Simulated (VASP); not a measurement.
Write the native input for VASP 6.6.1 that does the following.

```
Task                   : single point
Functional             : PBEsol
Potentials or basis    : VASP PAW PBE potentials, release 64 (Os)
Cutoff                 : 520 eV
k mesh                 : 18 × 18 × 18
Occupations            : gaussian, width 0.1 eV
Spin                   : no spin polarisation
Further INCAR settings : ALGO = Normal; EDIFF = 1e-06; NBANDS = 10
```

The structure of Os lies in POSCAR:

```
Os
1.0
    0.0000000000      1.9129311800      1.9129311800
    1.9129311800      0.0000000000      1.9129311800
    1.9129311800      1.9129311800      0.0000000000
Os
1
Direct
    0.0000000000      0.0000000000      0.0000000000
```

This isn't the form of Os at room conditions, which is hcp.

These files were run (other wordings do the same):

INCAR

```
SYSTEM = Os
PREC = Accurate ; ENCUT = 520
EDIFF = 1E-6 ; ISMEAR = 0
SIGMA = 0.1 ; LREAL = .False.
LASPH = .True. ; NELM = 80
ALGO = Normal ; ISIF = 2
LWAVE = .False. ; LCHARG = .True.
GGA = PS ; LELF = .True.
LVHAR = .True. ; NBANDS = 10
```

KPOINTS

```
regular mesh
0
Gamma
  18 18 18
  0 0 0
```

Potentials or basis: VASP PAW PBE potentials, release 64 (Os).

Command:

```sh
$ cat potpaw_PBE.64/Os/POTCAR > POTCAR
$ mpirun -np 1 vasp_std > vasp.out
```

It gave:

```json
{
 "Pressure": "-1.3 GPa",
 "Band gap on the k mesh": "none (metal or under the smearing width)"
}
```

Caveat: the PAW data sets were made with another functional, which shifts forces and pressure a little.

Run time: 18 s on 1 thread of Intel(R) Xeon(R) Platinum 8488C (Sapphire Rapids), on a shared host, peak memory 0.14 GiB.
